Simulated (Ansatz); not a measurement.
The system is Ti.

```
Ti
1.0
     0.00000    2.03000    2.03000
     2.03000    0.00000    2.03000
     2.03000    2.03000    0.00000
Ti
1
Direct
  0.00000 0.00000 0.00000
```

This isn't the form of Ti at room conditions, which is hcp.

```yaml
Program: Ansatz 0.2.0
Task: relaxation of cell and atoms
Functional: PBE0
Potentials_or_basis: Ansatz PAW
Cutoff: "420 eV (not typed: the program's choice for these potentials)"
k_mesh: 6 × 6 × 6
Occupations: fermi-dirac, width 0.05 eV
Spin: no spin polarisation
```

At the start: volume 16.73 Å³/atom.

Question: How do energy, volume and symmetry change on relaxing?

Answer: It ends after 3 steps and the volume is 17.22 Å³/atom (+2.9 %); space group Fm-3m (No. 225, to 0.05 Å).

The path:
```
step  energy change (eV)  largest force (eV/Å)  volume (Å³)
   1              0.0000                0.0000        16.73
   2             -0.0056                0.0000        17.22
   3             -0.0057                0.0000        17.22
```

Final structure:
```yaml
crystal:
  lattice:
    - [0.00000, 2.04950, 2.04950]
    - [2.04950, 0.00000, 2.04950]
    - [2.04950, 2.04950, 0.00000]
  atoms:
    - { symbol: Ti, position: [0.00000, 0.00000, 0.00000] }
```

Caveat: the k mesh is coarse (spacing up to 0.45 Å⁻¹), so the values aren't converged, least of all with exact exchange; the plane-wave basis is chosen anew once the cell has moved, so the energies of steps on either side of that aren't comparable; the PAW data sets come from PBE, with cores solved anew for the run's functional, which leaves a small shift of forces and pressure.
